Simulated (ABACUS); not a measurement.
**SnTe under changes of volume**

One of the cells (31.281 Å³/atom); the others are scaled copies at fixed shape and fractional positions:

```
Te Sn
1.0
     0.00000    3.15085    3.15085
     3.15085    0.00000    3.15085
     3.15085    3.15085    0.00000
Te Sn
1 1
Cartesian
  3.1509 3.1509 3.1509
  0.0000 0.0000 0.0000
```

```yaml
Program: ABACUS 3.10.1
Functional: PBE
Potentials_or_basis: PseudoDojo NC SR 0.4.1 PBE standard
Cutoff: 1361 eV
Density_cutoff: 5442 eV
Basis: TZDP LCAO (the cutoffs set its grid)
k_mesh: 7 × 7 × 7
Occupations: fermi-dirac, width 0.05 eV
Spin: no spin polarisation
```

| volume (Å³/atom) | energy over the lowest point (meV/atom) | pressure (GPa) |
| --- | --- | --- |
| 29.404 | 61.20 | 6.0 |
| 30.030 | 40.28 | 4.7 |
| 30.656 | ? | ? |
| 31.281 | 12.67 | 2.4 |
| 31.907 | 4.90 | 1.5 |
| 32.532 | 0.82 | 0.6 |
| 33.158 | 0.00 | -0.2 |

Problem. What does the run at 30.656 Å³/atom give?

Solution. Energy over the lowest point 24.15 meV/atom; pressure 3.5 GPa.

Worked out: A Birch-Murnaghan fit of order 3 (a polynomial in V^(-2/3)) to the other rows has its minimum at 33.01 Å³/atom with B0 = V·E''(V) = 41 GPa and B' = 4.1. It gives 24.27 meV/atom at 30.656 Å³/atom, against the run's 24.15, and -dE/dV = 3.5 GPa, against 3.5.

Energies are extrapolated to zero smearing.

Caveats: the atomic orbitals were generated for these runs and aren't a published set; the basis of atomic orbitals isn't converged, which shifts pressures, moduli and gaps.
